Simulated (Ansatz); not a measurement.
The system is Bi.

```xyz
2
Lattice="2.2675 1.3091 3.9380 -2.2675 1.3091 3.9380 0.0000 -2.6183 3.9380" Properties=species:S:1:pos:R:3 pbc="T T T"
Bi    0.0000    0.0000    9.0495
Bi    0.0000    0.0000    2.7645
```

Base run:

```yaml
Program: Ansatz 0.2.0
Functional: PBEsol
Potentials_or_basis: all-electron PAW datasets made for the crystal
Cutoff: 260 eV (chosen from the basis error)
k_mesh: 7 × 7 × 7
Occupations: fermi-dirac, width 0.05 eV
Spin: no spin polarisation
```

Its results: pressure -0.3 GPa; largest force 0.131 eV/Å.

The run is repeated on the same cell with these changes: potentials or basis from all-electron PAW datasets made for the crystal to all-electron LAPW, non-relativistic; cutoff from 260 eV (chosen from the basis error) to 214 eV (chosen from the basis error). What comes out?

Pressure 2.1 GPa; largest force 0.445 eV/Å.

Caveats: relativity is left out, which matters for the heavier elements (some runs).

The runs don't all hold the same shells in valence.
